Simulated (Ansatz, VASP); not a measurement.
Os in VASP and in Ansatz

File INCAR:

```
  PREC = Accurate
  ENCUT = 520
  EDIFF = 1E-7
  ISMEAR = -1
  SIGMA = 0.05
  LREAL = F
  LASPH = T
  NELM = 60
  ALGO = Normal
  ISIF = 2
  LWAVE = F
  LCHARG = T
  GGA = PE
  LELF = T
  LVHAR = T
  NBANDS = 10
```

The input KPOINTS:

```
regular mesh
0
Gamma
  12 12 12
```

Contents of POSCAR:

```
Os
1.0
    0.0000000000      1.9450000000      1.9450000000
    1.9450000000      0.0000000000      1.9450000000
    1.9450000000      1.9450000000      0.0000000000
Os
1
Direct
    0.0000000000      0.0000000000      0.0000000000
```

The input input.yaml:

```yaml
crystal:
  lattice:
    - [0.0, 1.945, 1.945]
    - [1.945, 0.0, 1.945]
    - [1.945, 1.945, 0.0]
  atoms:
    - { symbol: Os, position: [0.0, 0.0, 0.0] }
hamiltonian:
  xc: pbe
  pseudopotentials: { kind: paw }
kpoints:
  mp_grid: { grid: [12, 12, 12] }
scf:
  occupations: { method: fermi_dirac, width: 0.05 }
output:
  forces: true
  stress: true
  eigenvalues: true
```

This isn't the form of Os at room conditions, which is hcp.

Alike in both runs: task single point; functional PBE; k mesh 12 × 12 × 12; occupations fermi-dirac, width 0.05 eV; no spin polarisation.

|  | VASP | Ansatz |
| --- | --- | --- |
| version | VASP 6.6.1 | Ansatz 0.2.0 |
| potentials or method | VASP PAW PBE potentials, release 64 (Os) | Ansatz PAW |
| plane-wave cutoff (eV) | 520 | 420 |
| valence electrons in the cell | 8 | 16 |

```csv
,VASP,Ansatz,Ansatz less VASP
gap on the k mesh at the Fermi level (eV),none,none,-
pressure (GPa),-10.3,-10.0,+0.25
```

A gap of «none» marks a metal or a gap that the smearing closes. The two sets of potentials don't hold the same shells in valence.

Spin-orbit coupling is left out, which matters for the levels of Os.
